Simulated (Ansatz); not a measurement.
## Al in Ansatz: the effect of functional

Al:

```
Al
1.0
     0.00000    2.02481    2.02481
     2.02481    0.00000    2.02481
     2.02481    2.02481    0.00000
Al
1
Cartesian
  0.0000 0.0000 0.0000
```

Alike in all runs:

```yaml
Program: Ansatz 0.2.0
Task: band structure
Potentials_or_basis: Ansatz PAW
k_mesh: 11 × 11 × 11
Occupations: fermi-dirac, width 0.05 eV
Spin: no spin polarisation
```

| functional | cutoff | pressure (GPa) |
| --- | --- | --- |
| LDA | 420 eV (not typed: the program's choice for these potentials) | -3.7 |
| PBE | 420 eV (not typed: the program's choice for these potentials) | ? |
| PBEsol | 420 eV (not typed: the program's choice for these potentials) | -1.9 |
| RPBE | 420 eV (not typed: the program's choice for these potentials) | 1.0 |
| revPBE | 420 eV (not typed: the program's choice for these potentials) | 0.7 |
| BLYP | 420 eV (not typed: the program's choice for these potentials) | 3.0 |
| r2SCAN | 500 eV (not typed: the program's choice for these potentials) | -3.4 |

**Question.** What does the run with functional PBE give?

**Answer.** Pressure -0.4 GPa.

Caveats: the PAW data sets come from PBE, with cores solved anew for the run's functional, which leaves a small shift of forces and pressure (some runs).
